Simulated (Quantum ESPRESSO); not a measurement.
**Pb: band structure with PBEsol**

Pb:

```
Pb
1.0
     0.00000    2.47502    2.47502
     2.47502    0.00000    2.47502
     2.47502    2.47502    0.00000
Pb
1
Direct
  0.00000 0.00000 0.00000
```

```json
{"Program": "Quantum ESPRESSO 7.5", "Task": "band structure", "Functional": "PBEsol", "Potentials or basis": "PseudoDojo 0.4 SR PBEsol stringent", "Cutoff": "1225 eV", "Density cutoff": "4898 eV", "k mesh": "9 × 9 × 9", "Occupations": "fermi-dirac, width 0.05 eV", "Spin": "no spin polarisation", "Mixing beta": "0.5", "Most SCF iterations": "120", "SCF threshold": "2e-10 Ry"}
```

```yaml
Pressure: -0.6 GPa
Band_gap_on_the_k_mesh: none (metal or under the smearing width)
```

Levels at the corners of the path, in eV from the Fermi level:
```
point  band 9  band 10  band 11  band 12  band 13  band 14
    Γ  -16.71   -11.61     7.55     7.55     7.55     9.80
    X  -16.54    -6.58    -3.13     2.18     2.18     5.51
    W  -16.54    -6.47    -1.23    -1.23     0.40    10.99
    K  -16.58    -6.66    -2.14    -1.09     3.11     6.61
    Γ  -16.71   -11.61     7.55     7.55     7.55     9.80
    L  -16.58    -7.99    -4.07     5.71     5.71     9.29
    U  -16.58    -6.66    -2.14    -1.09     3.11     6.61
    W  -16.54    -6.47    -1.23    -1.23     0.40    10.99
    L  -16.58    -7.99    -4.07     5.71     5.71     9.29
    K  -16.58    -6.66    -2.14    -1.09     3.11     6.61
    U  -16.58    -6.66    -2.14    -1.09     3.11     6.61
    X  -16.54    -6.58    -3.13     2.18     2.18     5.51
```

It took 47 s on 1 thread of Arm Neoverse V1 (shared host), peak memory 0.1 GiB.

Caveat: spin-orbit coupling is left out, which moves the levels of the heavy elements.
